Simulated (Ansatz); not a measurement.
Steps from a short run of molecular dynamics on a 2×2×2 supercell (16 atoms) of InSb (CsCl type), relaxed with r2SCAN; forces from r2SCAN in the PAW code Ansatz, 2×2×2 mesh, Fermi-Dirac smearing of 0.039 eV, a Nosé-Hoover thermostat at fixed volume, set at 450 K. Computed, non-magnetic; the trajectory is short and the cell small, so nothing here is a converged average. The structure comes from a prototype and may be hypothetical.

Cell vectors in Å:
```
7.5380 0.0000 0.0000
0.0000 7.5380 0.0000
0.0000 0.0000 7.5380
```

Problem. At 6 fs the positions in Å are
```
In   0.007  -0.009   0.000
Sb   1.882   1.891   1.873
In   0.004  -0.004   3.776
Sb   1.891   1.905   5.667
In   0.004   3.764   0.022
Sb   1.878   5.658   1.878
In   0.001   3.751   3.763
Sb   1.889   5.646   5.646
In   3.773   0.002  -0.016
Sb   5.663   1.903   1.880
In   3.762  -0.027   3.759
Sb   5.653   1.886   5.661
In   3.761   3.784  -0.007
Sb   5.662   5.651   1.898
In   3.758   3.758   3.764
Sb   5.639   5.666   5.662
```
What are the forces, and how far does the free energy (smearing included) lie above that of step 0, with the atoms on their sites?

Solution. 0.3 meV an atom; forces in eV/Å:
```
In  -0.001   0.005  -0.003
Sb   0.036  -0.025   0.019
In   0.008   0.022   0.002
Sb  -0.014  -0.033  -0.010
In  -0.018   0.033  -0.063
Sb   0.021  -0.024  -0.025
In   0.001   0.044   0.047
Sb  -0.055  -0.012   0.008
In  -0.011   0.013   0.049
Sb  -0.050  -0.040  -0.018
In  -0.002   0.067  -0.009
Sb   0.009   0.031  -0.013
In   0.027   0.003   0.033
Sb  -0.020  -0.009  -0.027
In   0.019   0.001  -0.009
Sb   0.052  -0.078   0.017
```

Problem. At 18 fs the positions in Å are
```
In   0.021  -0.027   0.000
Sb   1.879   1.904   1.851
In   0.011  -0.013   3.790
Sb   1.904   1.947   5.693
In   0.012   3.754   0.065
Sb   1.866   5.668   1.864
In   0.003   3.714   3.752
Sb   1.898   5.632   5.633
In   3.780   0.005  -0.047
Sb   5.680   1.938   1.870
In   3.748  -0.080   3.739
Sb   5.653   1.888   5.675
In   3.744   3.815  -0.020
Sb   5.679   5.646   1.926
In   3.737   3.735   3.754
Sb   5.612   5.691   5.681
```
What are the forces, and how far does the free energy (smearing included) lie above that of step 0, with the atoms on their sites?

Solution. 2.9 meV an atom; forces in eV/Å:
```
In  -0.005   0.021  -0.013
Sb   0.114  -0.080   0.060
In   0.022   0.064   0.006
Sb  -0.053  -0.102  -0.024
In  -0.053   0.101  -0.197
Sb   0.069  -0.067  -0.073
In   0.011   0.122   0.143
Sb  -0.171  -0.025   0.025
In  -0.044   0.049   0.144
Sb  -0.147  -0.123  -0.059
In  -0.005   0.183  -0.027
Sb   0.031   0.089  -0.033
In   0.086   0.006   0.107
Sb  -0.059  -0.024  -0.078
In   0.056  -0.001  -0.030
Sb   0.148  -0.214   0.050
```

Problem. At 36 fs the positions in Å are
```
In   0.042  -0.053  -0.001
Sb   1.876   1.922   1.820
In   0.023  -0.024   3.811
Sb   1.922   2.007   5.733
In   0.022   3.743   0.124
Sb   1.849   5.680   1.841
In   0.006   3.663   3.738
Sb   1.907   5.610   5.612
In   3.790   0.012  -0.091
Sb   5.703   1.989   1.854
In   3.728  -0.156   3.708
Sb   5.653   1.894   5.696
In   3.722   3.862  -0.038
Sb   5.702   5.637   1.966
In   3.706   3.700   3.739
Sb   5.574   5.723   5.709
```
What are the forces, and how far does the free energy (smearing included) lie above that of step 0, with the atoms on their sites?

Solution. 10.7 meV an atom; forces in eV/Å:
```
In  -0.027   0.064  -0.037
Sb   0.234  -0.181   0.132
In   0.032   0.124   0.009
Sb  -0.129  -0.213  -0.044
In  -0.099   0.200  -0.407
Sb   0.144  -0.114  -0.129
In   0.036   0.208   0.281
Sb  -0.339  -0.015   0.035
In  -0.113   0.122   0.271
Sb  -0.285  -0.263  -0.117
In   0.004   0.315  -0.041
Sb   0.071   0.156  -0.059
In   0.184  -0.001   0.224
Sb  -0.106  -0.034  -0.130
In   0.116  -0.008  -0.063
Sb   0.277  -0.361   0.076
```
